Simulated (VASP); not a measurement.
NaH: single point with PBE

The system is NaH.

```
CELL_PARAMETERS angstrom
2.95512 0.00000 0.00000
0.00000 2.95512 0.00000
0.00000 0.00000 2.95512
ATOMIC_POSITIONS crystal
Na 0.00000 0.00000 0.00000
H 0.50000 0.50000 0.50000
```

The cell comes from a database or a generator and needn't be the stable form of this composition.

- Program: VASP 6.6.1
- Task: single point
- Functional: PBE
- Potentials or basis: VASP PAW PBE potentials, release 64 (Na_sv_GW, H_GW)
- Cutoff: 400 eV
- k mesh: 5 × 5 × 5
- Occupations: gaussian, width 0.02 eV
- Spin: no spin polarisation
- Further INCAR settings: ALGO = Normal; EDIFF = 1e-07; NBANDS = 12

```json
{
 "Band gap on the k mesh": "2.47 eV, indirect (least direct gap 5.57 eV)"
}
```

Levels at points of the mesh, in eV from the valence-band top:
```csv
k point,band 1,band 2,band 3,band 4,band 5,band 6,band 7,band 8,band 9,band 10
"(0.00, 0.00, 0.00)",-51.97,-23.83,-23.83,-23.83,-5.19,9.40,11.68,11.68,13.21,13.21
```

It took 3 s on 1 thread of AMD EPYC 9R45 (Zen 5), on a shared host, peak memory 0.09 GiB.

Caveat: the k mesh is coarse (spacing up to 0.43 Å⁻¹), so the values aren't converged; an odd mesh through Γ misses points on the zone boundary, where band edges often lie. PBE gaps usually lie below the measured ones, often by a third to a half.
